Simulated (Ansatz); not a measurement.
# CdTe: the cost of one run

Computed with Ansatz 0.2.0 (reference: DFT, HSE06, plane waves, PAW, unless a step's input says otherwise).

The COD entry's cell or inner coordinates are ideal or old and differ from later refinements, so a difference from it is no clean test against experiment.

4 further runs of the same task are left out: 1 for a known fault of the program, 3 that didn't finish.

## Step 1: Starting point

Symmetry: F-43m, No. 216, cubic system. The conventional cell has a = 6.560 Å, b = 6.560 Å, c = 6.560 Å, α = 90.00°, β = 90.00°, γ = 90.00°. Cd (site symmetry -43m) has 4 Te at 2.84 Å as nearest neighbours. Te (site symmetry -43m) has 4 Cd at 2.84 Å as nearest neighbours.

Coordinates:

```
Cd Te
1.0
     0.00000    3.27990    3.27990
     3.27990    0.00000    3.27990
     3.27990    3.27990    0.00000
Cd Te
1 1
Direct
  0.00000 0.00000 0.00000
  0.25000 0.25000 0.25000
```

## Step 2: Baseline

The input, input.yaml:

```yaml
crystal:
  lattice:
    - [0.0, 3.279901243, 3.279901243]
    - [3.279901243, 0.0, 3.279901243]
    - [3.279901243, 3.279901243, 0.0]
  atoms:
    - { symbol: Cd, position: [0.0, 0.0, 0.0] }
    - { symbol: Te, position: [0.25, 0.25, 0.25] }
kpoints:
  mp_grid: { grid: [4, 4, 4] }
hamiltonian:
  xc: hse06
scf:
  occupations: { method: fixed }
  n_extra_bands: 4
output:
  forces: true
  stress: true
  eigenvalues: true
```

The run is started by

```
ansatz run input.yaml --threads 4 --pin off --max-ram 3686MiB --backend cpu --events-out ev --progress --plain --runs-dir out
```

What time and memory should one allow on 4 threads of an Arm CPU, shared host?

About 14 s, with a peak of 0.92 GiB.
